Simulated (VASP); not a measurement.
# CoSi2 (Fm-3m) in VASP: a series of runs, part 2 of 2

VASP 6.6.1. The steps go on from the part before.

### 4 Single point, PBE+D3(BJ)

This run uses another cell than the first one, of 12.50 Å³/atom, 1.005 times its volume.

File INCAR:

```
SYSTEM = CoSi2
ALGO     = Normal         ! electronic algorithm
EDIFF    = 1E-6           ! SCF threshold, eV
ENCUT    = 520            ! plane-wave cutoff, eV
GGA      = PE             ! functional
ISIF     = 2              ! what is computed and relaxed
ISMEAR   = 0              ! smearing method
IVDW     = 12             ! dispersion correction
LASPH    = .True.         ! aspherical terms in the spheres
LCHARG   = .False.        ! write CHGCAR
LREAL    = .False.        ! projectors in reciprocal space
LWAVE    = .False.        ! write WAVECAR
NBANDS   = 16             ! bands
NELM     = 60             ! most SCF steps
PREC     = Accurate       ! precision mode
SIGMA    = 0.1            ! smearing width, eV
```

File KPOINTS:

```
k-points
0
Gamma
  6 6 6
  0 0 0
```

File POSCAR:

```
CoSi2
1.0
    0.0000000000      2.6564197500      2.6564197500
    2.6564197500      0.0000000000      2.6564197500
    2.6564197500      2.6564197500      0.0000000000
Co Si
1 2
Direct
    0.0000000000      0.0000000000      0.0000000000
    0.7500000000      0.7500000000      0.7500000000
    0.2500000000      0.2500000000      0.2500000000
```

Potentials or basis: VASP PAW PBE potentials, release 64 (Co, Si).

Command:

```console
$ cat potpaw_PBE.64/Co/POTCAR potpaw_PBE.64/Si/POTCAR > POTCAR
$ mpirun -np 1 vasp_std > vasp.out
```

OUTCAR:

```text
SYSTEM = CoSi2
   EDIFF = 1E-6
   ENCUT = 520
   GGA = PE
   ISIF = 2
   ISMEAR = 0
   IVDW = 12
   LASPH = .True.
   LREAL = .False.
   NELM = 60
   PREC = Accurate
 IVDW          = 12

 ion  position               nearest neighbor table
   1  0.000  0.000  0.000-   2 2.30   3 2.30   2 2.30   2 2.30   2 2.30   3 2.30   3 2.30   3 2.30

   2  0.750  0.750  0.750-   1 2.30   1 2.30   1 2.30   1 2.30   3 2.66   3 2.66   3 2.66   3 2.66
                             3 2.66   3 2.66
   3  0.250  0.250  0.250-   1 2.30   1 2.30   1 2.30   1 2.30   2 2.66   2 2.66   2 2.66   2 2.66
                             2 2.66   2 2.66

  LATTYP: Found a face centered cubic cell.
 ALAT       =     5.3128395000

  Lattice vectors:

 A1 = (   0.0000000000,   2.6564197500,   2.6564197500)
 A2 = (   2.6564197500,   0.0000000000,   2.6564197500)
 A3 = (   2.6564197500,   2.6564197500,   0.0000000000)

Analysis of symmetry for initial positions (statically):
=====================================================================
 Subroutine PRICEL returns:
 Original cell was already a primitive cell.

 Routine SETGRP: Setting up the symmetry group for a
 face centered cubic supercell.

 Subroutine GETGRP returns: Found 48 space group operations
 (whereof 48 operations were pure point group operations)
 out of a pool of 48 trial point group operations.

The static configuration has the point symmetry O_h .

Analysis of symmetry for dynamics (positions and initial velocities):
=====================================================================
 Subroutine PRICEL returns:
 Original cell was already a primitive cell.

 Routine SETGRP: Setting up the symmetry group for a
 face centered cubic supercell.

 Subroutine GETGRP returns: Found 48 space group operations
 (whereof 48 operations were pure point group operations)
 out of a pool of 48 trial point group operations.

The dynamic configuration has the point symmetry O_h .

 Subroutine INISYM returns: Found 48 space group operations
 (whereof 48 operations are pure point group operations),
 and found     1 'primitive' translations

----------------------------------------------------------------------------------------

                                     Primitive cell

  volume of cell :      37.4904

  direct lattice vectors                    reciprocal lattice vectors
     0.000000000  2.656419750  2.656419750    -0.188223266  0.188223266  0.188223266
     2.656419750  0.000000000  2.656419750     0.188223266 -0.188223266  0.188223266
     2.656419750  2.656419750  0.000000000     0.188223266  0.188223266 -0.188223266

  length of vectors
     3.756744838  3.756744838  3.756744838     0.326012259  0.326012259  0.326012259

  position of ions in fractional coordinates (direct lattice)
     0.000000000  0.000000000  0.000000000
     0.750000000  0.750000000  0.750000000
     0.250000000  0.250000000  0.250000000

  ion indices of the primitive-cell ions
   primitive index   ion index
                 1           1
                 2           2
                 3           3

----------------------------------------------------------------------------------------

 KPOINTS: k-points

Automatic generation of k-mesh.
 Grid dimensions read from file:
 generate k-points for:    6    6    6

 Generating k-lattice:

  Cartesian coordinates                     Fractional coordinates (reciprocal lattice)
    -0.031370544  0.031370544  0.031370544     0.166666667  0.000000000  0.000000000
     0.031370544 -0.031370544  0.031370544     0.000000000  0.166666667  0.000000000
     0.031370544  0.031370544 -0.031370544     0.000000000  0.000000000  0.166666667

  Length of vectors
     0.054335377  0.054335377  0.054335377

  Shift w.r.t. Gamma in fractional coordinates (k-lattice)
     0.000000000  0.000000000  0.000000000

 Subroutine IBZKPT returns following result:
 ===========================================

 Found     16 irreducible k-points:

 Following reciprocal coordinates:
            Coordinates               Weight
  0.000000  0.000000  0.000000      1.000000
  0.166667  0.000000  0.000000      8.000000
  0.333333  0.000000  0.000000      8.000000
  0.500000  0.000000  0.000000      4.000000
  0.166667  0.166667  0.000000      6.000000
  0.333333  0.166667  0.000000     24.000000
[... 8 lines left out ...]
 -0.333333  0.333333  0.166667     24.000000
 -0.333333  0.500000  0.166667     12.000000
   k-points           NKPTS =     16   k-points in BZ     NKDIM =     16   number of bands    NBANDS=     16
   number of dos      NEDOS =    301   number of ions     NIONS =      3
   total plane-waves  NPLWV =  21952
   dimension x,y,z NGX =    28 NGY =   28 NGZ =   28
   dimension x,y,z NGXF=    56 NGYF=   56 NGZF=   56
   ions per type =               1   2
   NGX,Y,Z   is equivalent  to a cutoff of  12.39, 12.39, 12.39 a.u.
   NGXF,Y,Z  is equivalent  to a cutoff of  24.78, 24.78, 24.78 a.u.
 SYSTEM =  CoSi2
   PREC   = accura    normal or accurate (medium, high low for compatibility)
   ISTART =      0    job   : 0-new  1-cont  2-samecut
   ICHARG =      2    charge: 1-file 2-atom 10-const
   ISPIN  =      1    spin polarized calculation?
   LNONCOLLINEAR =      F non collinear calculations
   LSORBIT =      F    spin-orbit coupling
   LASPH  =      T    aspherical Exc in radial PAW
   ENCUT  =  520.0 eV  38.22 Ry    6.18 a.u.   6.99  6.99  6.99*2*pi/ulx,y,z
   NELM   =     60;   NELMIN=  2; NELMDL= -5     # of ELM steps
   EDIFF  = 0.1E-05   stopping-criterion for ELM
   LREAL  =      F    real-space projection
   EDIFFG = 0.1E-04   stopping-criterion for IOM
   NSW    =      0    number of steps for IOM
   IBRION =     -1    ionic relax: 0-MD 1-quasi-New 2-CG
   NFREE  =      0    steps in history (QN), initial steepest desc. (CG)
   ISIF   =      2    stress and relaxation
   ISYM   =      2    0-nonsym 1-usesym 2-fastsym
   POTIM  = 0.5000    time-step for ionic-motion
   TEBEG  =    0.0;   TEEND  =   0.0 temperature during run
   PSTRESS=    0.0 pullay stress
   NELECT =      17.0000    total number of electrons
   NUPDOWN=      -1.0000    fix difference up-down
   EMIN   =  10.00;   EMAX   =-10.00  energy-range for DOS
   EFERMI =   0.00;   METHOD = LEGACY
   ISMEAR =     0;   SIGMA  =   0.10  broadening in eV -4-tet -1-fermi 0-gaus
   EFERMI_NEDOS =   21; number of points for ismear=-14 and -15
   IALGO  =     38    algorithm
   IMIX   =      4    mixing-type and parameters
     AMIX     =   0.40;   BMIX     =  1.00
     AMIX_MAG =   1.60;   BMIX_MAG =  1.00
  volume/ion in A,a.u.               =      12.50        84.33
  Fermi-wavevector in a.u.,A,eV,Ry     =   1.257721  2.376749 21.522553  1.581863
  Thomas-Fermi vector in A             =   2.391366
   LORBIT       =      0    0 simple, 1 ext, 2 COOP (PROOUT), +10 PAW based schemes
   GGA     = PE    functional components
   LHFCALC =     F    Hartree Fock is set to
   AEXX    =    0.0000 exact exchange contribution
   IVDW    =    12    specifies the selected vdW correction
   LEPSILON=     F    determine dielectric tensor
   LRPA    =     F    only Hartree local field effects (RPA)
 non-spin polarized calculation
 Gauss-broadening in eV      SIGMA  =   0.10
  energy-cutoff  :      520.00
  volume of cell :       37.49
 maximum number of plane-waves:      1019
   NGX = 13   NGY = 13   NGZ = 13

 number of electron      17.0000005 magnetization

 Free energy of the ion-electron system (eV)
  ---------------------------------------------------
  ext. energy  EPLUGINS =         0.00000000
  ---------------------------------------------------
  free energy    TOTEN  =       -19.27545403 eV

  energy without entropy =      -19.26705913  energy(sigma->0) =      -19.27125658

 E-fermi :  10.5599     XC(G=0): -11.8586

 val. band max:       10.1904308189   @ k =  -0.1667   0.1667   0.0000
 cond. band min:      10.5684598529   @ k =  -0.3333   0.1667   0.0000
 fundamental gap:      0.3780290340
 Fermi energy:        10.5598626188

 k-point     1 :       0.0000    0.0000    0.0000
  band No.  band energies     occupation
      1      -2.8910      2.00000
      2       6.2387      2.00000
      3       6.2387      2.00000
      4       6.2387      2.00000
      5       8.4401      2.00000
      6       8.4401      2.00000
[... 281 lines left out ...]
      3       3.6229      2.00000
      4       5.1484      2.00000
      5       7.6211      2.00000
      6       8.2896      2.00000
[... 8 lines left out ...]
     15      21.5450      0.00000
     16      22.4432      0.00000

------------------------ aborting loop because EDIFF is reached ----------------------------------------

 Edisp (eV)   -1.36002

 E8    (eV) :    -0.5726

  FORCE on cell =-STRESS in cart. coord.  units (eV):
  Direction    XX          YY          ZZ          XY          YZ          ZX
  --------------------------------------------------------------------------------------
  -------------------------------------------------------------------------------------
  Total      -0.25875    -0.25875    -0.25875    -0.00000    -0.00000     0.00000
  in kB     -11.05771   -11.05771   -11.05771    -0.00000    -0.00000     0.00000
  external pressure =      -11.06 kB  Pullay stress =        0.00 kB

 VOLUME and BASIS-vectors are now :
 -----------------------------------------------------------------------------
  energy-cutoff  :      520.00
  volume of cell :       37.49
      direct lattice vectors                 reciprocal lattice vectors
     0.000000000  2.656419750  2.656419750    -0.188223266  0.188223266  0.188223266
     2.656419750  0.000000000  2.656419750     0.188223266 -0.188223266  0.188223266
     2.656419750  2.656419750  0.000000000     0.188223266  0.188223266 -0.188223266

 POSITION                                       TOTAL-FORCE (eV/Angst)
 -----------------------------------------------------------------------------------
      0.00000      0.00000      0.00000         0.000000     -0.000000      0.000000
      3.98463      3.98463      3.98463        -0.000000     -0.000000     -0.000000
      1.32821      1.32821      1.32821         0.000000      0.000000      0.000000
 -----------------------------------------------------------------------------------
    total drift:                               -0.000000     -0.000000      0.000000

  FREE ENERGIE OF THE ION-ELECTRON SYSTEM (eV)
  ---------------------------------------------------
  free  energy   TOTEN  =       -20.6354789612 eV

  energy  without entropy=      -20.6270840601  energy(sigma->0) =      -20.63128151
```

Wall time 6.5 s (1 thread of Intel Xeon 6975P-C (Granite Rapids), shared host); peak memory 0.16 GiB.

What came out:

* Free energy: -20.6355 eV
* Pressure: -1.1 GPa
* Band gap on the k mesh: none (metal or under the smearing width)
* Dispersion energy per atom: -0.453 eV

Caveat: pairwise dispersion overbinds metals, which lowers pressure and volume.

### 5 Overview

```tsv
task	cell	k mesh	cutoff (eV)	gap on the mesh (eV)	pressure (GPa)
single point	Fm-3m, 12.43 Å³/atom	16 × 16 × 16	520	none	-0.1
relaxation of cell and atoms	relaxed	16 × 16 × 16	600	none	0.0
single point	Fm-3m, 12.5 Å³/atom	6 × 6 × 6	520	none	-1.1
```

Alike in all rows: level PBE+D3(BJ); potentials or basis VASP PAW PBE potentials, release 64 (Co, Si); no spin polarisation; smearing gaussian 0.1 eV.

Caveats: pairwise dispersion overbinds metals, which lowers pressure and volume.

Absolute energies hang on the potentials; compare differences alone.
